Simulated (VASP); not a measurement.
Input of a VASP 6.6.1 run:

File INCAR:

```
SYSTEM = HfSi
ALGO     = Fast           ! electronic algorithm
EDIFF    = 1E-6           ! SCF threshold, eV
ENCUT    = 520            ! plane-wave cutoff, eV
GGA      = CA             ! functional
ISIF     = 2              ! what is computed and relaxed
ISMEAR   = 0              ! smearing method
LASPH    = .TRUE.         ! aspherical terms in the spheres
LCHARG   = .FALSE.        ! write CHGCAR
LREAL    = .FALSE.        ! projectors in reciprocal space
LWAVE    = .FALSE.        ! write WAVECAR
NBANDS   = 14             ! bands
NELM     = 100            ! most SCF steps
PREC     = Accurate       ! precision mode
SIGMA    = 0.05           ! smearing width, eV
```

The input KPOINTS:

```
k-points
0
G
  6 6 6
  0 0 0
```

POSCAR

```
HfSi
1.0
    0.0000000000      2.9627757018      2.9627757018
    2.9627757018      0.0000000000      2.9627757018
    2.9627757018      2.9627757018      0.0000000000
Hf Si
1 1
Direct
    0.0000000000      0.0000000000      0.0000000000
    0.2500000000      0.2500000000      0.2500000000
```

Potentials or basis: VASP PAW LDA potentials, release 64 (Hf_pv, Si).

Command:

```bash
$ cat potpaw_LDA.64/Hf_pv/POTCAR potpaw_LDA.64/Si/POTCAR > POTCAR
$ mpirun -np 1 vasp_std > vasp.out
```

(1) Estimate the pressure.

(2) Predict the band gap on the k mesh.

Results:

(1) 0.0 GPa.

(2) none (metal or under the smearing width).
